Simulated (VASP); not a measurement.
# Nb (Pm-3m) in VASP: a series of runs, part 2 of 2

VASP 6.6.1. The steps go on from the part before.

## Step 3: Relaxation of cell and atoms, PBE (random cell by space group and Wyckoff sites (Pm-3m, No. 221))

INCAR

```
PREC = Accurate
ENCUT = 600
EDIFF = 1E-6
ISMEAR = 0
SIGMA = 0.1
LREAL = F
LASPH = T
NELM = 100
ALGO = Fast
ISIF = 3
LWAVE = F
LCHARG = F
GGA = PE
IBRION = 2
NSW = 100
EDIFFG = -0.01
```

KPOINTS

```
regular mesh
0
Gamma
  12 12 12
```

POSCAR

```
Nb
1.0
    3.9836615855      0.0000000000      0.0000000000
    0.0000000000      3.9836615855      0.0000000000
    0.0000000000      0.0000000000      3.9836615855
Nb
3
Direct
    0.5000000000      0.0000000000      0.0000000000
    0.0000000000      0.5000000000      0.0000000000
    0.0000000000      0.0000000000      0.5000000000
```

Potentials or basis: VASP PAW PBE potentials, release 64 (Nb_sv).

Launch:

```
cat potpaw_PBE.64/Nb_sv/POTCAR > POTCAR
mpirun -np 1 vasp_std > vasp.out
```

OUTCAR:

```text
PREC = Accurate
   ENCUT = 600
   EDIFF = 1E-6
   ISMEAR = 0
   LREAL = F
   LASPH = T
   NELM = 100
   ISIF = 3
   GGA = PE
   IBRION = 2
   NSW = 100
   EDIFFG = -0.01

 ion  position               nearest neighbor table
   1  0.500  0.000  0.000-   2 2.82   3 2.82   3 2.82   2 2.82   2 2.82   3 2.82   3 2.82   2 2.82

   2  0.000  0.500  0.000-   1 2.82   3 2.82   3 2.82   1 2.82   3 2.82   3 2.82   1 2.82   1 2.82

   3  0.000  0.000  0.500-   1 2.82   2 2.82   1 2.82   2 2.82   2 2.82   2 2.82   1 2.82   1 2.82

  LATTYP: Found a simple cubic cell.
 ALAT       =     3.9836615855

  Lattice vectors:

 A1 = (   3.9836615855,   0.0000000000,   0.0000000000)
 A2 = (   0.0000000000,   3.9836615855,   0.0000000000)
 A3 = (   0.0000000000,   0.0000000000,   3.9836615855)

Analysis of symmetry for initial positions (statically):
=====================================================================
 Subroutine PRICEL returns:
 Original cell was already a primitive cell.

 Routine SETGRP: Setting up the symmetry group for a
 simple cubic supercell.

 Subroutine GETGRP returns: Found 48 space group operations
 (whereof 48 operations were pure point group operations)
 out of a pool of 48 trial point group operations.

The static configuration has the point symmetry O_h .

Analysis of symmetry for dynamics (positions and initial velocities):
=====================================================================
 Subroutine PRICEL returns:
 Original cell was already a primitive cell.

 Routine SETGRP: Setting up the symmetry group for a
 simple cubic supercell.

 Subroutine GETGRP returns: Found 48 space group operations
 (whereof 48 operations were pure point group operations)
 out of a pool of 48 trial point group operations.

The dynamic configuration has the point symmetry O_h .

 Subroutine INISYM returns: Found 48 space group operations
 (whereof 48 operations are pure point group operations),
 and found     1 'primitive' translations

----------------------------------------------------------------------------------------

                                     Primitive cell

  volume of cell :      63.2190

  direct lattice vectors                    reciprocal lattice vectors
     3.983661586  0.000000000  0.000000000     0.251025339  0.000000000  0.000000000
     0.000000000  3.983661586  0.000000000     0.000000000  0.251025339  0.000000000
     0.000000000  0.000000000  3.983661586     0.000000000  0.000000000  0.251025339

  length of vectors
     3.983661586  3.983661586  3.983661586     0.251025339  0.251025339  0.251025339

  position of ions in fractional coordinates (direct lattice)
     0.500000000  0.000000000  0.000000000
     0.000000000  0.500000000  0.000000000
     0.000000000  0.000000000  0.500000000

  ion indices of the primitive-cell ions
   primitive index   ion index
                 1           1
                 2           2
                 3           3

----------------------------------------------------------------------------------------

 KPOINTS: regular mesh

Automatic generation of k-mesh.
 Grid dimensions read from file:
 generate k-points for:   12   12   12

 Generating k-lattice:

  Cartesian coordinates                     Fractional coordinates (reciprocal lattice)
     0.020918778  0.000000000  0.000000000     0.083333333  0.000000000  0.000000000
     0.000000000  0.020918778  0.000000000     0.000000000  0.083333333  0.000000000
     0.000000000  0.000000000  0.020918778     0.000000000  0.000000000  0.083333333

  Length of vectors
     0.020918778  0.020918778  0.020918778

  Shift w.r.t. Gamma in fractional coordinates (k-lattice)
     0.000000000  0.000000000  0.000000000

 Subroutine IBZKPT returns following result:
 ===========================================

 Found     84 irreducible k-points:

 Following reciprocal coordinates:
            Coordinates               Weight
  0.000000  0.000000  0.000000      1.000000
  0.083333  0.000000  0.000000      6.000000
  0.166667  0.000000  0.000000      6.000000
  0.250000  0.000000  0.000000      6.000000
  0.333333  0.000000  0.000000      6.000000
  0.416667  0.000000  0.000000      6.000000
[... 16 lines left out ...]
  0.333333  0.333333  0.000000     12.000000
  0.416667  0.333333  0.000000     24.000000
 [... further k-points ...]
   k-points           NKPTS =     84   k-points in BZ     NKDIM =     84   number of bands    NBANDS=     23
   number of dos      NEDOS =    301   number of ions     NIONS =      3
   total plane-waves  NPLWV =  32768
   dimension x,y,z NGX =    32 NGY =   32 NGZ =   32
   dimension x,y,z NGXF=    64 NGYF=   64 NGZF=   64
   ions per type =               3
   NGX,Y,Z   is equivalent  to a cutoff of  13.35, 13.35, 13.35 a.u.
   NGXF,Y,Z  is equivalent  to a cutoff of  26.71, 26.71, 26.71 a.u.
 SYSTEM =  unknown system
   PREC   = accura    normal or accurate (medium, high low for compatibility)
   ISTART =      0    job   : 0-new  1-cont  2-samecut
   ICHARG =      2    charge: 1-file 2-atom 10-const
   ISPIN  =      1    spin polarized calculation?
   LNONCOLLINEAR =      F non collinear calculations
   LSORBIT =      F    spin-orbit coupling
   LASPH  =      T    aspherical Exc in radial PAW
   ENCUT  =  600.0 eV  44.10 Ry    6.64 a.u.   7.96  7.96  7.96*2*pi/ulx,y,z
   NELM   =    100;   NELMIN=  2; NELMDL= -5     # of ELM steps
   EDIFF  = 0.1E-05   stopping-criterion for ELM
   LREAL  =      F    real-space projection
   EDIFFG = -.1E-01   stopping-criterion for IOM
   NSW    =    100    number of steps for IOM
   IBRION =      2    ionic relax: 0-MD 1-quasi-New 2-CG
   NFREE  =      1    steps in history (QN), initial steepest desc. (CG)
   ISIF   =      3    stress and relaxation
   ISYM   =      2    0-nonsym 1-usesym 2-fastsym
   POTIM  = 0.5000    time-step for ionic-motion
   TEBEG  =    0.0;   TEEND  =   0.0 temperature during run
   PSTRESS=    0.0 pullay stress
   NELECT =      39.0000    total number of electrons
   NUPDOWN=      -1.0000    fix difference up-down
   EMIN   =  10.00;   EMAX   =-10.00  energy-range for DOS
   EFERMI =   0.00;   METHOD = LEGACY
   ISMEAR =     0;   SIGMA  =   0.10  broadening in eV -4-tet -1-fermi 0-gaus
   EFERMI_NEDOS =   21; number of points for ismear=-14 and -15
   IALGO  =     68    algorithm
   IMIX   =      4    mixing-type and parameters
     AMIX     =   0.40;   BMIX     =  1.00
     AMIX_MAG =   1.60;   BMIX_MAG =  1.00
  volume/ion in A,a.u.               =      21.07       142.21
  Fermi-wavevector in a.u.,A,eV,Ry     =   1.393629  2.633577 26.425270  1.942203
  Thomas-Fermi vector in A             =   2.517257
   LORBIT       =      0    0 simple, 1 ext, 2 COOP (PROOUT), +10 PAW based schemes
   GGA     = PE    functional components
   LHFCALC =     F    Hartree Fock is set to
   AEXX    =    0.0000 exact exchange contribution
   IVDW    =     0    specifies the selected vdW correction
   LEPSILON=     F    determine dielectric tensor
   LRPA    =     F    only Hartree local field effects (RPA)
 conjugate gradient relaxation of ions
 non-spin polarized calculation
 RMM-DIIS sequential band-by-band and
 Gauss-broadening in eV      SIGMA  =   0.10
  energy-cutoff  :      600.00
  volume of cell :       63.22
 maximum number of plane-waves:      2176
 NGX is ok and might be reduce to    32
   NGX = 15   NGY = 15   NGZ = 15

 number of electron      39.0000007 magnetization

 Free energy of the ion-electron system (eV)
  ---------------------------------------------------
  ext. energy  EPLUGINS =         0.00000000
  ---------------------------------------------------
  free energy    TOTEN  =       -27.77900723 eV

  energy without entropy =      -27.75493450  energy(sigma->0) =      -27.76697087

 E-fermi :   9.2542     XC(G=0): -11.4977

 val. band max:        9.2537514895   @ k =   0.5000   0.5000   0.4167
 cond. band min:       9.2595981707   @ k =   0.4167   0.1667   0.1667
 fundamental gap:      0.0058466812
 Fermi energy:         9.2542179592

 k-point     1 :       0.0000    0.0000    0.0000
  band No.  band energies     occupation
      1     -45.4982      2.00000
      2     -45.1257      2.00000
      3     -45.1257      2.00000
      4     -22.0641      2.00000
      5     -22.0641      2.00000
      6     -22.0641      2.00000
[... 613 lines left out ...]
     22      10.3071      0.00000
     23      10.6756      0.00000

 [... further k-points ...]

------------------------ aborting loop because EDIFF is reached ----------------------------------------

  FORCE on cell =-STRESS in cart. coord.  units (eV):
  Direction    XX          YY          ZZ          XY          YZ          ZX
  --------------------------------------------------------------------------------------
  -------------------------------------------------------------------------------------
  Total       -0.0190821     -0.0190821     -0.0190821     -0.0000000      0.0000000      0.0000000
  in kB       -0.4836041     -0.4836041     -0.4836041     -0.0000000      0.0000000      0.0000000
  external PRESSURE =      -0.4836041 kB  Pullay stress =       0.0000000 kB

 VOLUME and BASIS-vectors are now :
 -----------------------------------------------------------------------------
  energy-cutoff  :      600.00
  volume of cell :       63.22
      direct lattice vectors                 reciprocal lattice vectors
     3.983661586  0.000000000  0.000000000     0.251025339  0.000000000  0.000000000
     0.000000000  3.983661586  0.000000000     0.000000000  0.251025339  0.000000000
     0.000000000  0.000000000  3.983661586     0.000000000  0.000000000  0.251025339

 POSITION                                       TOTAL-FORCE (eV/Angst)
 -----------------------------------------------------------------------------------
      1.99183      0.00000      0.00000         0.000000      0.000000      0.000000
      0.00000      1.99183      0.00000         0.000000      0.000000      0.000000
      0.00000      0.00000      1.99183         0.000000      0.000000      0.000000
 -----------------------------------------------------------------------------------
    total drift:                                0.000000      0.000000     -0.000000

  FREE ENERGIE OF THE ION-ELECTRON SYSTEM (eV)
  ---------------------------------------------------
  free  energy   TOTEN  =       -27.7790072277 eV

  energy  without entropy=      -27.7549345040  energy(sigma->0) =      -27.76697087

 reached required accuracy - stopping structural energy minimisation
```

CONTCAR:

```text
Nb
   1.00000000000000
     3.9836615855000002    0.0000000000000000    0.0000000000000000
     0.0000000000000000    3.9836615855000002    0.0000000000000000
     0.0000000000000000    0.0000000000000000    3.9836615855000002
  Nb
     3
Direct
     0.5000000000000000    0.0000000000000000    0.0000000000000000
     0.0000000000000000    0.5000000000000000    0.0000000000000000
     0.0000000000000000    0.0000000000000000    0.5000000000000000

  0.00000000E+00  0.00000000E+00  0.00000000E+00
  0.00000000E+00  0.00000000E+00  0.00000000E+00
  0.00000000E+00  0.00000000E+00  0.00000000E+00
```

Wall time 2.1 min (1 thread of AMD EPYC 9R45 (Zen 5), shared host); peak memory 0.23 GiB.

What came out:

- Free energy: -27.7790 eV
- Pressure after relaxing: 0.0 GPa
- Band gap on the k mesh: none (metal or under the smearing width)

Final structure:
```
Nb
1.0
     3.98366    0.00000    0.00000
     0.00000    3.98366    0.00000
     0.00000    0.00000    3.98366
Nb
3
Direct
  0.50000 0.00000 0.00000
  0.00000 0.50000 0.00000
  0.00000 0.00000 0.50000
```

Caveat: the relaxation stopped at its first step, so nothing moved.

## Step 4: Single point, PBE (random cell by space group and Wyckoff sites (Pm-3m, No. 221))

INCAR

```
  ALGO = Normal
  EDIFF = 1E-6
  ENCUT = 520
  GGA = PE
  ISIF = 2
  ISMEAR = 0
  LASPH = True
  LCHARG = False
  LREAL = False
  LWAVE = False
  NBANDS = 26
  NELM = 60
  PREC = Accurate
  SIGMA = 0.1
```

KPOINTS

```
k-points
0
Gamma
  4 4 4
```

POSCAR

```
Nb
1.0
    3.8640234500      0.0000000000      0.0000000000
    0.0000000000      3.8640234500      0.0000000000
    0.0000000000      0.0000000000      3.8640234500
Nb
3
Direct
    0.5000000000      0.0000000000      0.0000000000
    0.0000000000      0.5000000000      0.0000000000
    0.0000000000      0.0000000000      0.5000000000
```

Launch:

```
cat potpaw_PBE.64/Nb_sv/POTCAR > POTCAR
mpirun -np 1 vasp_std > vasp.out
```

Wall time 8 s (1 thread of AMD EPYC 9R45 (Zen 5), shared host); peak memory 0.13 GiB.

Results (log left out):

| Property | Result |
| --- | --- |
| Free energy | -27.5560 eV |
| Pressure | 13.4 GPa |
| Band gap on the k mesh | none (metal or under the smearing width) |

Levels at points of the mesh, in eV from the Fermi level:
| k point | band 15 | band 16 | band 17 | band 18 | band 19 | band 20 | band 21 | band 22 | band 23 | band 24 |
| --- | --- | --- | --- | --- | --- | --- | --- | --- | --- | --- |
| (0.00, 0.00, 0.00) | -3.24 | -3.24 | -3.24 | -2.76 | -2.76 | 2.57 | 2.57 | 2.57 | 4.66 | 4.66 |
| (0.50, 0.00, 0.00) | -2.74 | -2.41 | -1.12 | -1.12 | -0.48 | 0.25 | 0.25 | 1.29 | 1.39 | 1.54 |
| (0.50, 0.50, 0.00) | -1.64 | -1.57 | -1.32 | -1.25 | -0.85 | -0.85 | 0.34 | 0.34 | 1.70 | 1.70 |
| (0.50, 0.50, 0.50) | -3.46 | -3.46 | -0.16 | -0.16 | -0.16 | 2.11 | 2.11 | 2.11 | 2.76 | 3.17 |

Caveat: the k mesh is coarse (spacing up to 0.41 Å⁻¹), so the values aren't converged.

## Step 5: Single point, PBE (random cell by space group and Wyckoff sites (Pm-3m, No. 221))

INCAR

```
PREC = Accurate
ENCUT = 520
EDIFF = 1E-6
ISMEAR = 0
SIGMA = 0.1
LREAL = F
LASPH = T
NELM = 60
ALGO = Normal
ISIF = 2
LWAVE = F
LCHARG = F
GGA = PE
NBANDS = 26
```

KPOINTS

```
regular mesh
0
Gamma
  4 4 4
```

POSCAR

```
Nb
1.0
    3.9836615855      0.0000000000      0.0000000000
    0.0000000000      3.9836615855      0.0000000000
    0.0000000000      0.0000000000      3.9836615855
Nb
3
Direct
    0.5000000000      0.0000000000      0.0000000000
    0.0000000000      0.5000000000      0.0000000000
    0.0000000000      0.0000000000      0.5000000000
```

Launch:

```
cat potpaw_PBE.64/Nb_sv/POTCAR > POTCAR
mpirun -np 1 vasp_std > vasp.out
```

Wall time 7.6 s (1 thread of AMD EPYC 9R45 (Zen 5), shared host); peak memory 0.13 GiB.

It converged, with:

```
Free energy            : -27.7707 eV
Pressure               : -0.2 GPa
Band gap on the k mesh : none (metal or under the smearing width)
```

Levels at points of the mesh, in eV from the Fermi level:
| k point | band 17 | band 18 | band 19 | band 20 | band 21 | band 22 |
| --- | --- | --- | --- | --- | --- | --- |
| (0.00, 0.00, 0.00) | -2.88 | -2.50 | -2.50 | 2.32 | 2.32 | 2.32 |
| (0.50, 0.00, 0.00) | -1.03 | -1.03 | -0.46 | 0.14 | 0.14 | 1.22 |
| (0.50, 0.50, 0.00) | -1.23 | -1.09 | -0.79 | -0.79 | 0.26 | 0.26 |
| (0.50, 0.50, 0.50) | -0.13 | -0.13 | -0.13 | 1.93 | 1.93 | 1.93 |

Caveat: the k mesh is coarse (spacing up to 0.39 Å⁻¹), so the values aren't converged.

## Step 6: Relaxation of cell and atoms, PBE (random cell by space group and Wyckoff sites (Pm-3m, No. 221))

INCAR

```
PREC = Accurate ; ENCUT = 600
EDIFF = 1E-6 ; ISMEAR = 0
SIGMA = 0.1 ; LREAL = F
LASPH = T ; NELM = 60
ALGO = Normal ; ISIF = 3
LWAVE = F ; LCHARG = F
GGA = PE ; IBRION = 2
NSW = 90 ; EDIFFG = -0.04
```

KPOINTS is that of step 5.

POSCAR

```
Nb
1.0
    3.8640234500      0.0000000000      0.0000000000
    0.0000000000      3.8640234500      0.0000000000
    0.0000000000      0.0000000000      3.8640234500
Nb
3
Direct
    0.5000000000      0.0000000000      0.0000000000
    0.0000000000      0.5000000000      0.0000000000
    0.0000000000      0.0000000000      0.5000000000
```

Potentials or basis: VASP PAW PBE potentials, release 64 (Nb_sv).

Launch:

```
cat potpaw_PBE.64/Nb_sv/POTCAR > POTCAR
mpirun -np 1 vasp_std > vasp.out
```

It took 27 s on 1 thread of AMD EPYC 9R45 (Zen 5), shared host; peak memory 0.15 GiB.

It converged, with:

```
Free energy                            : -27.7681 eV
Relaxed volume                         : 21.06 Å³/atom
Relaxed cell                           : a = 3.983 Å, b = 3.983 Å, c = 3.983 Å, α = 90.00°, β = 90.00°, γ = 90.00°
Space group after relaxing (to 0.05 Å) : Pm-3m (No. 221)
Energy gained by relaxing              : 70.6 meV/atom
Ionic steps                            : 4
Pressure after relaxing                : -0.1 GPa
Band gap on the k mesh                 : none (metal or under the smearing width)
```

The path:
```
step  energy change (eV)  largest force (eV/Å)  pressure (GPa)  volume (Å³)
   1              0.0000                0.0000           13.44        57.69
   2              0.1912                0.0000          -12.76        72.24
   3             -0.2114                0.0000           -0.41        63.36
   4             -0.2117                0.0000           -0.06        63.17
```

Final structure:
```xyz
3
Lattice="3.9826 0.0000 0.0000 0.0000 3.9826 0.0000 0.0000 0.0000 3.9826" Properties=species:S:1:pos:R:3 pbc="T T T"
Nb    1.9913    0.0000    0.0000
Nb    0.0000    1.9913    0.0000
Nb    0.0000    0.0000    1.9913
```

Levels at points of the mesh, in eV from the Fermi level:
| k point | band 15 | band 16 | band 17 | band 18 | band 19 | band 20 | band 21 | band 22 | band 23 |
| --- | --- | --- | --- | --- | --- | --- | --- | --- | --- |
| (0.00, 0.00, 0.00) | -2.88 | -2.88 | -2.88 | -2.50 | -2.50 | 2.33 | 2.33 | 2.33 | 4.17 |
| (0.50, 0.00, 0.00) | -2.42 | -2.37 | -1.03 | -1.03 | -0.46 | 0.14 | 0.14 | 1.22 | 1.23 |
| (0.50, 0.50, 0.00) | -1.65 | -1.48 | -1.23 | -1.09 | -0.79 | -0.79 | 0.26 | 0.26 | 1.57 |
| (0.50, 0.50, 0.50) | -3.25 | -3.25 | -0.13 | -0.13 | -0.13 | 1.94 | 1.94 | 1.94 | 2.16 |

Caveat: the k mesh is coarse (spacing up to 0.41 Å⁻¹), so the values aren't converged.

## Step 7: Overview

```csv
task,cell,k mesh,cutoff (eV),mesh quality,gap on the mesh (eV),pressure (GPa)
single point,"random cell by space group and Wyckoff sites (Pm-3m, No. 221)",12 × 12 × 12,520,not flagged,none,-0.2
relaxation of cell and atoms,"relaxed from: random cell by space group and Wyckoff sites (Pm-3m, No. 221)",12 × 12 × 12,600,not flagged,none,0.0
single point,"random cell by space group and Wyckoff sites (Pm-3m, No. 221)",4 × 4 × 4,520,coarse,none,-0.2
relaxation of cell and atoms,"relaxed from: random cell by space group and Wyckoff sites (Pm-3m, No. 221)",4 × 4 × 4,600,coarse,none,-0.1
```

Alike in all rows: level PBE; potentials or basis VASP PAW PBE potentials, release 64 (Nb_sv); no spin polarisation; smearing gaussian 0.1 eV.

Caveats: some runs use coarse meshes; the relaxation stopped at its first step, so nothing moved (some runs).

Absolute energies hang on the potentials; compare differences alone.
